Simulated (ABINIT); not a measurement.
## CoSi2: equation of state with PBE

Crystal: CoSi2.

```
Co Si
1.0
     0.00000    2.67800    2.67800
     2.67800    0.00000    2.67800
     2.67800    2.67800    0.00000
Co Si
1 2
Direct
  0.00000 0.00000 0.00000
  0.75000 0.75000 0.75000
  0.25000 0.25000 0.25000
```

```yaml
Program: ABINIT 10.8.3 (patched build)
Task: equation of state
Functional: PBE
Potentials_or_basis: JTH PAW PBE v2.0
Cutoff: 707 eV
k_mesh: 9 × 9 × 9
Occupations: fermi-dirac, width 0.05 eV
Spin: collinear spin, ferromagnetic start
Starting_moments: "[2.0, 0.0, 0.0] μB"
Fine-grid_cutoff: 1306.15 eV
```

* Equilibrium volume: 12.84 Å³/atom
* Bulk modulus: 178 GPa
* Pressure derivative of the bulk modulus: 4.6

Energy against volume, from the lowest point:
| volume (Å³/atom) | energy (meV/atom) |
| --- | --- |
| 12.036 | 31.60 |
| 12.292 | 14.10 |
| 12.548 | 3.82 |
| 12.804 | 0.00 |
| 13.060 | 1.94 |
| 13.316 | 9.04 |
| 13.572 | 20.75 |

Run time: 20 min on 1 thread of Arm Neoverse V1 (shared host), peak memory 0.23 GiB.

Caveat: pressures at fixed basis lie under the slope of the energies.
